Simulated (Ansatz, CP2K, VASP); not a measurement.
## Mg: programs and potentials compared

The starting cell:

```
CELL_PARAMETERS angstrom
3.20930 0.00000 0.00000
-1.60465 2.77934 0.00000
0.00000 0.00000 5.21030
ATOMIC_POSITIONS crystal
Mg 0.66667 0.33333 0.75000
Mg 0.33333 0.66667 0.25000
```

Alike in all runs: task relaxation of cell and atoms; functional PBEsol; dispersion D4; k mesh 10 × 10 × 5; occupations fermi-dirac, width 0.05 eV; no spin polarisation; no spin-orbit coupling.

| program and potentials | plane-wave cutoff (eV) | notes | equilibrium volume (Å³/atom) |
| --- | --- | --- | --- |
| CP2K, POTENTIAL_UZH Mg GTH-PBE-q10; TZVP-MOLOPT-PBE-GTH basis | - | atomic basis; potentials made for PBE; 10 valence electrons an atom on average | 23.00 |
| Ansatz, all-electron LAPW, scalar-relativistic | - | - | 23.23 |
| VASP, PBE PAW files Mg, 600 eV | 600 | potentials made for PBE; 2 valence electrons an atom on average | 23.23 |

The equilibrium volume spans 23.00 (CP2K, POTENTIAL_UZH Mg GTH-PBE-q10; TZVP-MOLOPT-PBE-GTH basis) to 23.23 Å³/atom (VASP, PBE PAW files Mg, 600 eV), with all-electron results at 23.23. Relaxations stop with a little pressure left, so the last digit of a volume isn't settled. Rows in atomic bases carry the error of their basis and grid, which can be large.

The functional is the same throughout but for its coding, so the spread measures potentials, basis and numerics; runs on potential files found faulty are left out.
